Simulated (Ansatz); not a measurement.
Symmetry broken, then relaxed in BN

Theory: DFT PBEsol, scalar-relativistic, plane waves, PAW in Ansatz 0.2.0. Cutoff 420 eV, Γ-centred 12×12×10 k-points, Gaussian smearing of 0.05 eV. No spin polarisation. Energies are free energies at this smearing, counted from the undisturbed cell; pressure is positive in compression.

The undisturbed cell (relaxed at this level; this form isn't the usual structure):

```
B N
1.0
     1.25210   -2.16870    0.00000
     2.50419    0.00000    0.00000
     1.25210   -0.72290    6.96306
B N
2 2
Direct
  0.50019 0.50019 0.49944
  0.00019 0.00019 0.99944
  0.83360 0.83360 0.49921
  0.33360 0.33360 0.99921
```

The cell holds layers and no dispersion correction was added, so their binding is poorly described.

The atoms are displaced (Å, in the unstrained cell):

| atom | ux | uy | uz |
| --- | --- | --- | --- |
| B1 | 0.036 | 0.063 | -0.004 |
| B2 | -0.036 | -0.063 | 0.004 |
| N3 | -0.015 | -0.017 | -0.096 |
| N4 | 0.015 | 0.017 | 0.096 |

Cell and atoms are then relaxed.

Does the relaxation return to the undisturbed structure?

Yes (up to a choice of domain or origin): same space group and volume, and an energy 0.0 meV/atom from it. The disturbance itself cost 123.9 meV/atom. The final space group reads R3m (tolerance 0.05 Å) and the volume changes by 0.19 %.

Final structure:

```yaml
crystal:
  lattice:
    - [1.25210, -2.16858, 0.00126]
    - [2.50418, -0.00001, -0.00039]
    - [1.25102, -0.72753, 6.97694]
  atoms:
    - { symbol: B, position: [0.49995, 0.50035, 0.49945] }
    - { symbol: B, position: [0.00044, 0.00002, 0.99942] }
    - { symbol: N, position: [0.83334, 0.83376, 0.49923] }
    - { symbol: N, position: [0.33383, 0.33344, 0.99920] }
```

The relaxation, step by step (energy from the first step; small jumps at an unchanged geometry come where the plane waves are selected anew for the new cell):

```csv
step,ΔE (meV/atom),largest force component (eV/Å),pressure (GPa)
1,0.0,3.565,2.76
2,-84.6,1.940,-2.89
3,-116.0,0.847,-1.34
4,-123.9,0.023,0.39
5,-123.9,0.003,0.01
6,-123.8,0.010,0.08
7,-123.8,0.003,-0.05
8,-123.9,0.003,-0.06
9,-123.8,0.001,0.02
10,-123.9,0.001,0.02
```

Frames along the relaxation (Å, eV/Å):

```xyz
4
Lattice="1.252 -2.169 0.000 2.504 0.000 0.000 1.252 -0.723 6.963" Properties=species:S:1:pos:R:3:forces:R:3 pbc="T T T" step=1
B     2.540   -1.383    3.474   -1.567   -3.561   -1.225
B     1.216   -0.786    6.963    2.630    3.064    1.223
N     3.741   -2.186    3.380    1.570    3.565    1.261
N     2.519   -1.428    7.054   -2.634   -3.068   -1.259
4
Lattice="1.264 -2.182 -0.002 2.521 -0.004 0.004 1.271 -0.718 6.972" Properties=species:S:1:pos:R:3:forces:R:3 pbc="T T T" step=2
B     2.567   -1.392    3.540   -1.095   -1.939    0.469
B     1.235   -0.779    6.912    1.295    1.848   -0.476
N     3.795   -2.167    3.573    1.094    1.940   -0.505
N     2.524   -1.458    6.876   -1.295   -1.848    0.512
4
Lattice="1.259 -2.174 -0.004 2.511 -0.003 0.007 1.277 -0.700 6.988" Properties=species:S:1:pos:R:3:forces:R:3 pbc="T T T" step=3
B     2.555   -1.392    3.446   -0.616   -0.730    0.286
B     1.250   -0.749    7.030    0.375    0.847   -0.293
N     3.795   -2.135    3.466    0.614    0.727   -0.276
N     2.514   -1.453    7.008   -0.374   -0.844    0.283
4
Lattice="1.251 -2.168 0.007 2.503 0.000 0.001 1.255 -0.744 6.909" Properties=species:S:1:pos:R:3:forces:R:3 pbc="T T T" step=4
B     2.501   -1.545    3.453   -0.011   -0.003    0.006
B     1.258   -0.654    6.907   -0.002    0.013   -0.005
N     3.752   -2.268    3.454    0.012    0.013   -0.005
N     2.509   -1.377    6.907    0.002   -0.023    0.004
4
Lattice="1.252 -2.169 0.005 2.504 0.000 0.001 1.254 -0.738 6.945" Properties=species:S:1:pos:R:3:forces:R:3 pbc="T T T" step=5
B     2.503   -1.510    3.471    0.000    0.003    0.000
B     1.256   -0.682    6.941    0.000   -0.003    0.000
N     3.756   -2.233    3.472    0.000    0.003    0.000
N     2.508   -1.405    6.941    0.000   -0.003    0.000
4
Lattice="1.252 -2.168 0.002 2.504 0.000 0.000 1.252 -0.731 6.973" Properties=species:S:1:pos:R:3:forces:R:3 pbc="T T T" step=6
B     2.504   -1.460    3.484   -0.005    0.006    0.005
B     1.252   -0.720    6.968    0.001    0.009   -0.006
N     3.756   -2.183    3.484    0.005   -0.005   -0.006
N     2.504   -1.443    6.967   -0.001   -0.010    0.006
4
Lattice="1.252 -2.169 0.002 2.504 0.000 0.000 1.251 -0.729 6.968" Properties=species:S:1:pos:R:3:forces:R:3 pbc="T T T" step=7
B     2.504   -1.450    3.480   -0.001    0.001   -0.001
B     1.251   -0.727    6.965    0.000    0.002    0.002
N     3.756   -2.173    3.479    0.001   -0.001    0.001
N     2.503   -1.450    6.964    0.000   -0.003   -0.002
4
Lattice="1.252 -2.169 0.002 2.504 0.000 0.000 1.251 -0.729 6.968" Properties=species:S:1:pos:R:3:forces:R:3 pbc="T T T" step=8
B     2.504   -1.450    3.480   -0.001    0.001   -0.001
B     1.251   -0.727    6.965    0.000    0.002    0.002
N     3.756   -2.173    3.479    0.001   -0.001    0.001
N     2.503   -1.450    6.964    0.000   -0.003   -0.002
4
Lattice="1.252 -2.169 0.001 2.504 0.000 0.000 1.251 -0.728 6.977" Properties=species:S:1:pos:R:3:forces:R:3 pbc="T T T" step=9
B     2.504   -1.448    3.485    0.000    0.001    0.000
B     1.251   -0.728    6.973    0.001    0.001   -0.001
N     3.756   -2.170    3.484    0.000   -0.001    0.000
N     2.503   -1.451    6.972   -0.001   -0.001    0.001
4
Lattice="1.252 -2.169 0.001 2.504 0.000 0.000 1.251 -0.728 6.977" Properties=species:S:1:pos:R:3:forces:R:3 pbc="T T T" step=10
B     2.504   -1.448    3.485    0.000    0.001    0.000
B     1.251   -0.728    6.973    0.001    0.001   -0.001
N     3.756   -2.170    3.484    0.000   -0.001    0.000
N     2.503   -1.451    6.972    0.000   -0.001    0.001
```

Cost: 3 runs of about 6.1 core-minutes in all, on Arm Neoverse V2 (shared hosts).